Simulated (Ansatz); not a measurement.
Geometry optimisation in Ansatz: input, command and trajectory.

```yaml
crystal:
  lattice:
    - [3.1784598717, 0.0, 0.0]
    - [-1.5892299359, 2.7526269938, 0.0]
    - [0.0, 0.0, 4.9451672624]
  atoms:
    - { symbol: Al, position: [0.3333333333, 0.6666666667, 0.245] }
    - { symbol: Al, position: [0.6666666667, 0.3333333333, 0.755] }
    - { symbol: O, position: [0.0, 0.0, 0.0] }
    - { symbol: O, position: [0.3333333333, 0.6666666667, 0.645] }
    - { symbol: O, position: [0.6666666667, 0.3333333333, 0.355] }
basis:
  ecutwfc: 420
kpoints:
  mp_grid: { grid: [6, 6, 4] }
hamiltonian:
  xc: pbe
scf:
  occupations: { method: gaussian, width: 0.1 }
  lower_state_search: "off"
output:
  forces: true
  stress: true
  eigenvalues: true
relax:
  adjacent_minimum: "off"
  f_tol: 0.04
  max_steps: 70
  cell: { stress_tol: 0.4 }
```

```bash
ansatz run input.yaml --threads 1 --pin off --max-ram 2560MiB --backend cpu --events-out ev --progress --plain --runs-dir out
```

The calculation used DFT PBE, scalar-relativistic, plane waves, PAW (Ansatz).

Of 25 frames 10 are shown, positions in Å and forces in eV/Å; the SCF threshold varies from step to step. Steps run on the plane waves of an earlier cell, with a Pulay correction in the pressure. The basis is chosen afresh for the last frame, the zero of the energies, and at times for earlier ones too; energy and pressure step there, also at an unchanged geometry. Here that happened at steps 11 (-53 meV/atom, 5.6 GPa), 16 (-12 meV/atom, 1.7 GPa), 21 (-5 meV/atom, 0.3 GPa), 25 (-2 meV/atom, 0.1 GPa); the frames before carry an error of that size. The end is built of layers, and without a dispersion correction their distances are poorly fixed.

```xyz
5
Lattice="3.1785 0.0000 0.0000 -1.5892 2.7526 0.0000 0.0000 0.0000 4.9452" Properties=species:S:1:pos:R:3:forces:R:3 pbc="T T T" step=1 free_energy_over_end_meV_per_atom=362.66 pressure_GPa=1.99
Al    0.0000    1.8351    1.2116    0.0000    0.0000    1.6161
Al    1.5892    0.9175    3.7336    0.0000    0.0000   -1.6161
O     0.0000    0.0000    0.0000    0.0000    0.0000    0.0000
O     0.0000    1.8351    3.1896    0.0000    0.0000    2.0146
O     1.5892    0.9175    1.7555    0.0000    0.0000   -2.0146
5
Lattice="3.0164 0.0000 0.0000 -1.5082 2.6123 0.0000 0.0000 0.0000 5.6030" Properties=species:S:1:pos:R:3:forces:R:3 pbc="T T T" step=4 free_energy_over_end_meV_per_atom=171.20 pressure_GPa=-0.04
Al    0.0000    1.7415    1.3972    0.0000    0.0000   -1.1227
Al    1.5082    0.8708    4.2059    0.0000    0.0000    1.1227
O     0.0000    0.0000    0.0000    0.0000    0.0000    0.0000
O     0.0000    1.7415    3.6770    0.0000    0.0000    0.1674
O     1.5082    0.8708    1.9261    0.0000    0.0000   -0.1674
5
Lattice="2.9166 0.0000 0.0000 -1.4583 2.5258 0.0000 0.0000 0.0000 6.0902" Properties=species:S:1:pos:R:3:forces:R:3 pbc="T T T" step=6 free_energy_over_end_meV_per_atom=112.23 pressure_GPa=-1.08
Al    0.0000    1.6839    1.3304    0.0000    0.0000    0.2446
Al    1.4583    0.8419    4.7598    0.0000    0.0000   -0.2446
O     0.0000    0.0000    0.0000    0.0000    0.0000    0.0000
O     0.0000    1.6839    4.1167    0.0000    0.0000    0.1615
O     1.4583    0.8419    1.9734    0.0000    0.0000   -0.1615
5
Lattice="2.9276 0.0000 0.0000 -1.4638 2.5354 0.0000 0.0000 0.0000 6.0210" Properties=species:S:1:pos:R:3:forces:R:3 pbc="T T T" step=9 free_energy_over_end_meV_per_atom=110.53 pressure_GPa=-0.35
Al    0.0000    1.6903    1.3329    0.0000    0.0000    0.0505
Al    1.4638    0.8451    4.6880    0.0000    0.0000   -0.0505
O     0.0000    0.0000    0.0000    0.0000    0.0000    0.0000
O     0.0000    1.6903    4.0618    0.0000    0.0000    0.0414
O     1.4638    0.8451    1.9592    0.0000    0.0000   -0.0414
5
Lattice="2.9074 0.0000 0.0000 -1.4537 2.5179 0.0000 0.0000 0.0000 6.2696" Properties=species:S:1:pos:R:3:forces:R:3 pbc="T T T" step=12 free_energy_over_end_meV_per_atom=32.53 pressure_GPa=3.55
Al    0.0000    1.6786    1.3479    0.0000    0.0000    0.0185
Al    1.4537    0.8393    4.9217    0.0000    0.0000   -0.0185
O     0.0000    0.0000    0.0000    0.0000    0.0000    0.0000
O     0.0000    1.6786    4.2736    0.0000    0.0000    0.0043
O     1.4537    0.8393    1.9960    0.0000    0.0000   -0.0043
5
Lattice="2.8964 0.0000 0.0000 -1.4482 2.5084 0.0000 0.0000 0.0000 6.6041" Properties=species:S:1:pos:R:3:forces:R:3 pbc="T T T" step=14 free_energy_over_end_meV_per_atom=20.60 pressure_GPa=0.24
Al    0.0000    1.6722    1.3639    0.0000    0.0000    0.0044
Al    1.4482    0.8361    5.2402    0.0000    0.0000   -0.0044
O     0.0000    0.0000    0.0000    0.0000    0.0000    0.0000
O     0.0000    1.6722    4.5739    0.0000    0.0000   -0.0108
O     1.4482    0.8361    2.0302    0.0000    0.0000    0.0108
5
Lattice="2.8941 0.0000 0.0000 -1.4470 2.5063 0.0000 0.0000 0.0000 6.8324" Properties=species:S:1:pos:R:3:forces:R:3 pbc="T T T" step=17 free_energy_over_end_meV_per_atom=5.83 pressure_GPa=0.63
Al    0.0000    1.6709    1.3708    0.0000    0.0000   -0.0309
Al    1.4470    0.8354    5.4615    0.0000    0.0000    0.0309
O     0.0000    0.0000    0.0000    0.0000    0.0000    0.0000
O     0.0000    1.6709    4.7904    0.0000    0.0000   -0.0313
O     1.4470    0.8354    2.0420    0.0000    0.0000    0.0313
5
Lattice="2.8896 0.0000 0.0000 -1.4448 2.5025 0.0000 0.0000 0.0000 7.0272" Properties=species:S:1:pos:R:3:forces:R:3 pbc="T T T" step=20 free_energy_over_end_meV_per_atom=6.18 pressure_GPa=0.26
Al    0.0000    1.6683    1.3742    0.0000    0.0000   -0.0219
Al    1.4448    0.8342    5.6530    0.0000    0.0000    0.0219
O     0.0000    0.0000    0.0000    0.0000    0.0000    0.0000
O     0.0000    1.6683    4.9766    0.0000    0.0000   -0.0190
O     1.4448    0.8342    2.0506    0.0000    0.0000    0.0190
5
Lattice="2.8920 0.0000 0.0000 -1.4460 2.5045 0.0000 0.0000 0.0000 7.2391" Properties=species:S:1:pos:R:3:forces:R:3 pbc="T T T" step=22 free_energy_over_end_meV_per_atom=2.22 pressure_GPa=0.19
Al    0.0000    1.6697    1.3712    0.0000    0.0000   -0.0034
Al    1.4460    0.8348    5.8678    0.0000    0.0000    0.0034
O     0.0000    0.0000    0.0000    0.0000    0.0000    0.0000
O     0.0000    1.6697    5.1933    0.0000    0.0000   -0.0716
O     1.4460    0.8348    2.0457    0.0000    0.0000    0.0716
5
Lattice="2.8897 0.0000 0.0000 -1.4448 2.5025 0.0000 0.0000 0.0000 7.2391" Properties=species:S:1:pos:R:3:forces:R:3 pbc="T T T" step=25 free_energy_over_end_meV_per_atom=0.00 pressure_GPa=0.09
Al    0.0000    1.6684    1.3753    0.0000    0.0000    0.0039
Al    1.4448    0.8342    5.8638    0.0000    0.0000   -0.0039
O     0.0000    0.0000    0.0000    0.0000    0.0000    0.0000
O     0.0000    1.6684    5.1845    0.0000    0.0000    0.0045
O     1.4448    0.8342    2.0546    0.0000    0.0000   -0.0045
```

The start puts this composition into another compound's structure type, which needn't suit it. At the end the space group is P-3m1 (tolerance 0.05 Å).

The run took 18 s on 1 thread of Intel(R) Xeon(R) 6975P-C (Granite Rapids), with other jobs on the host, peak memory 0.34 GiB.

The k mesh is coarse.